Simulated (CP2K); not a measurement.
Set up this calculation in CP2K 2026.2, as the native input.

```
Task                                : single point
Functional                          : LDA
Potentials or basis                 : GTH_POTENTIALS Co GTH-PADE-q17, O GTH-PADE-q6; DZVP-MOLOPT-PBE-GTH basis
Density cutoff                      : 11565 eV
k mesh                              : 7 × 7 × 4
Occupations                         : fermi-dirac, width 0.05 eV
Spin                                : no spin polarisation
SCF solver                          : diagonalisation with k points
Quickstep method                    : GPW
EPS_DEFAULT                         : 1.0E-10
EPS_SCF                             : 1.0E-6
MAX_SCF                             : 100
SCF_GUESS                           : ATOMIC
k points reduced by the point group : yes
Mesh centred on Gamma               : yes
CHOLESKY                            : OFF
EPS_EIGVAL                          : 1.0E-7
MIXING METHOD                       : BROYDEN_MIXING
MIXING ALPHA                        : 0.4
NBUFFER                             : 8
NGRIDS                              : 5
Basis sets                          : Co DZVP-MOLOPT-PBE-GTH-q17, O DZVP-MOLOPT-PBE-GTH-q6
Potentials                          : Co GTH-PADE-q17 of GTH_POTENTIALS, O GTH-PADE-q6 of GTH_POTENTIALS
ADDED_MOS                           : [20]
REL_CUTOFF (Ry)                     : 60 Ry
MIXING BETA (1/bohr)                : 1.5 1/bohr
CUTOFF of the grids                 : 850 Ry
```

The system is CoO.

```
Co O
1.0
     3.19765    0.00000    0.00000
    -1.59882    2.76924    0.00000
     0.00000    0.00000    5.22871
Co O
2 2
Direct
  0.33333 0.66667 0.50336
  0.00000 0.00000 0.00347
  0.33333 0.66667 0.87156
  0.00000 0.00000 0.37161
```

Measurements of this composition are mostly on another form, of space group No. 225.

These files were run (other wordings do the same):

coo_scf.inp

```
&GLOBAL
  PROJECT coo_scf
  RUN_TYPE ENERGY_FORCE
  PRINT_LEVEL LOW
&END GLOBAL
&FORCE_EVAL
  METHOD QS
  STRESS_TENSOR ANALYTICAL
  &DFT
    BASIS_SET_FILE_NAME BASIS_MOLOPT_UZH
    POTENTIAL_FILE_NAME GTH_POTENTIALS
    &MGRID
      CUTOFF 850
      REL_CUTOFF 60
      NGRIDS 5
    &END MGRID
    &QS
      METHOD GPW
      EPS_DEFAULT 1.0E-10
    &END QS
    &KPOINTS
      SCHEME MONKHORST-PACK 7 7 4
      GAMMA_CENTERED T
      SYMMETRY T
      SYMMETRY_BACKEND SPGLIB
    &END KPOINTS
    &SCF
      SCF_GUESS ATOMIC
      EPS_SCF 1.0E-6
      MAX_SCF 100
      ADDED_MOS 20
      CHOLESKY OFF
      EPS_EIGVAL 1.0E-7
      &DIAGONALIZATION ON
        ALGORITHM STANDARD
      &END DIAGONALIZATION
      &MIXING ON
        METHOD BROYDEN_MIXING
        ALPHA 0.4
        BETA 1.5
        NBUFFER 8
      &END MIXING
      &SMEAR ON
        METHOD FERMI_DIRAC
        ELECTRONIC_TEMPERATURE [K] 580.226
      &END SMEAR
    &END SCF
    &XC
      &XC_FUNCTIONAL
        &LDA_X
        &END LDA_X
        &LDA_C_PW
        &END LDA_C_PW
      &END XC_FUNCTIONAL
    &END XC
    &PRINT
      &KPOINTS ON
      &END KPOINTS
      &MULLIKEN ON
      &END MULLIKEN
      &MO ON
        ENERGIES T
        OCCUPATION_NUMBERS T
        &EACH
          QS_SCF 0
        &END EACH
        ADD_LAST NUMERIC
      &END MO
      &LOWDIN ON
      &END LOWDIN
      &HIRSHFELD ON
        SHAPE_FUNCTION DENSITY
      &END HIRSHFELD
    &END PRINT
  &END DFT
  &SUBSYS
    &CELL
      A 3.1976457435 0.0000000000 0.0000000000
      B -1.5988228718 2.7692424462 0.0000000000
      C 0.0000000000 0.0000000000 5.2287097100
      PERIODIC XYZ
    &END CELL
    &COORD
      SCALED
      Co  0.3333333333 0.6666666667 0.5033624100
      Co  0.0000000000 0.0000000000 0.0034741400
      O   0.3333333333 0.6666666667 0.8715556000
      O   0.0000000000 0.0000000000 0.3716088500
    &END COORD
    &KIND Co
      BASIS_SET DZVP-MOLOPT-PBE-GTH-q17
      POTENTIAL GTH-PADE-q17
    &END KIND
    &KIND O
      BASIS_SET DZVP-MOLOPT-PBE-GTH-q6
      POTENTIAL GTH-PADE-q6
    &END KIND
    &PRINT
      &ATOMIC_COORDINATES ON
      &END ATOMIC_COORDINATES
      &CELL ON
      &END CELL
      &SYMMETRY ON
      &END SYMMETRY
    &END PRINT
  &END SUBSYS
  &PRINT
    &FORCES ON
    &END FORCES
    &STRESS_TENSOR ON
    &END STRESS_TENSOR
  &END PRINT
&END FORCE_EVAL
```

Potentials or basis: GTH_POTENTIALS Co GTH-PADE-q17, O GTH-PADE-q6; DZVP-MOLOPT-PBE-GTH basis.

Launch:

```sh
$ OMP_NUM_THREADS=1 cp2k.psmp -i coo_scf.inp -o coo_scf.out
```

Results of the run:

```yaml
Pressure: -27.4 GPa
Largest_force: 0.073 eV/Å
Band_gap_on_the_k_mesh: none (metal or under the smearing width)
Mulliken_charges: Co +0.61; O -0.61 e
Hirshfeld_charges: Co +0.14; O -0.14 e
```

Caveat: Mulliken charges move with the basis; the basis of atomic orbitals isn't converged, which shifts pressures, moduli and gaps; the run has no spin polarisation, though such a crystal can be magnetic; semilocal functionals often make such compounds metallic where correlation or magnetic order opens a gap, which also shifts bond lengths.

Wall time 39 s on 1 thread of AMD EPYC 9R45 96-Core Processor (Zen 5) (shared host), peak memory 0.47 GiB.
